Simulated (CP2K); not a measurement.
Crystal: Au.

```
CELL_PARAMETERS angstrom
2.91969 0.00000 0.00000
-1.55530 2.47096 0.00000
0.00000 0.00000 4.89317
ATOMIC_POSITIONS crystal
Au 0.33467 0.66533 0.25000
Au 0.66533 0.33467 0.75000
```

This isn't the form of Au at room conditions, which is fcc.

* Program: CP2K 2026.2
* Task: single point
* Functional: PBEsol
* Potentials or basis: POTENTIAL_UZH Au GTH-PBE-q11; TZVP-MOLOPT-PBE-GTH basis
* Density cutoff: 6803 eV
* k mesh: 11 × 11 × 6
* Occupations: fermi-dirac, width 0.05 eV
* Spin: no spin polarisation

On this cell: pressure 0.5 GPa; largest force 0.035 eV/Å; band gap on the k mesh none (metal or under the smearing width).

The same run follows on a disturbed copy (atoms moved at random, drawn with an rms of 0.05 Å):

```xyz
2
Lattice="2.9197 0.0000 0.0000 -1.5553 2.4710 0.0000 0.0000 0.0000 4.8932" Properties=species:S:1:pos:R:3 pbc="T T T"
Au   -0.0387    1.6120    1.2327
Au    1.4197    0.7724    3.6292
```

Task: What changes?

Result: The energy (extrapolated to zero smearing) moves by +4.3 meV/atom; pressure 0.7 GPa; largest force 0.351 eV/Å; band gap on the k mesh none (metal or under the smearing width).

Forces in eV/Å, atoms in the order of the input:
```
Au   0.025 -0.028 -0.349
Au  -0.025  0.028  0.349
```

Stress tensor (GPa, compression positive):
```
 0.11  2.14 -0.03
 2.14  3.00  0.14
-0.03  0.14 -0.92
```

Caveats: the potentials were made for another functional, which shifts forces and pressure; the basis of atomic orbitals isn't converged, which shifts pressures, moduli and gaps.
